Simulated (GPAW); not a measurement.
# C in GPAW: convergence with smearing width (eV)

Crystal: C.

```
CELL_PARAMETERS angstrom
4.25517 0.00000 0.00000
0.00000 4.25517 0.00000
0.00000 0.00000 1.28229
ATOMIC_POSITIONS crystal
C 0.50000 0.50000 0.50000
```

The cell was built by a generator and needn't be a form met in nature.

* Program: GPAW 26.7.0
* Task: convergence study
* Functional: PBE
* Potentials or basis: GPAW PAW data sets (gpaw-data 1.2.1)
* Cutoff: 800 eV
* Basis: pw
* k mesh: 6 × 6 × 20
* Occupations: fermi-dirac, width 0.5 eV
* Spin: no spin polarisation

These are the settings of the first run; the series varies smearing width (eV), with any setting tied to it.

Hardware: 1 thread of Arm Neoverse V1, with other jobs on the host.

```
smearing width (eV)  energy less the tightest run, at zero smearing (meV/atom)  pressure (GPa)  SCF cycles  CPU time (s)  peak memory (GiB)
                0.5                                                     -38.01            0.47           9            17               0.16
                0.3                                                     -21.70            0.30           9            18               0.16
                0.2                                                     -10.35            0.26           9            17               0.16
               0.15                                                      -5.04            0.23           9            17               0.16
                0.1                                                      -0.87            0.19           9            17               0.16
               0.05                                                       0.78            0.11           9            17               0.16
              0.025                                                       0.26            0.07           9            17               0.16
               0.01                                                       0.00            0.06           9            17               0.16
```

Against the tightest run, the energy stays within 1 meV/atom from 0.1 on; the pressure stays within 0.1 GPa from 0.05 on. Narrower smearing needs a denser k mesh, so at a fixed mesh the narrowest width isn't the most accurate. The tightest run that finished is the yardstick and may itself not be fully converged.
